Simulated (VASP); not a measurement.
Input of a VASP 6.6.1 run:

File INCAR:

```
PREC = Accurate
ENCUT = 520
EDIFF = 1E-7
ISMEAR = -1
SIGMA = 0.05
LREAL = F
LASPH = T
NELM = 100
ALGO = Normal
ISIF = 2
LWAVE = F
LCHARG = T
ISPIN = 2
MAGMOM = 2 2 2 2 0 0 0 0
LORBIT = 11
LMAXMIX = 4
LDIPOL = T
IDIPOL = 3
DIPOL = 0.5 0.5 0.500
GGA = RE
LELF = T
LVHAR = T
LVACPOTAV = T
```

Contents of KPOINTS:

```
Automatic mesh
0
Gamma
  7 7 1
```

POSCAR

```
AlCo
1.0
    2.8194032100      0.0000000000      0.0000000000
    0.0000000000      2.8194032100      0.0000000000
    0.0000000000      0.0000000000     24.8679112350
Co Al
4 4
Direct
    0.5000000000      0.5000000000      0.3015934844
    0.5000000000      0.5000000000      0.4149686362
    0.5000000000      0.5000000000      0.5283437879
    0.5000000000      0.5000000000      0.6417189397
    0.0000000000      0.0000000000      0.3582810603
    0.0000000000      0.0000000000      0.4716562121
    0.0000000000      0.0000000000      0.5850313638
    0.0000000000      0.0000000000      0.6984065156
```

Potentials or basis: VASP PAW PBE potentials, release 64 (Co, Al).

The run is started by

```bash
$ cat potpaw_PBE.64/Co/POTCAR potpaw_PBE.64/Al/POTCAR > POTCAR
$ mpirun -np 1 vasp_std > vasp.out
```

Task: Estimate the work function of the upper face.

Result: 3.82 eV.

Task: What does it give for the work function of the lower face?

Result: 4.35 eV.

Task: Estimate the site moments.

Result: Co +1.35, +0.09, +0.10, +0.50; Al -0.02, -0.00, -0.01, +0.03 μB.

Task: Estimate the band gap on the k mesh.

Result: None (metal or under the smearing width).

Task: Estimate the largest force.

Result: 0.696 eV/Å.

Forces in eV/Å, atoms in the order of the input:
```
Co   0.000  0.000 -0.531
Co   0.000  0.000  0.316
Co   0.000  0.000 -0.042
Co   0.000  0.000  0.696
Al   0.000  0.000 -0.322
Al   0.000  0.000 -0.066
Al   0.000  0.000 -0.077
Al   0.000  0.000  0.027
```

Caveat: the PAW data sets were made with another functional, which shifts forces and pressure a little.
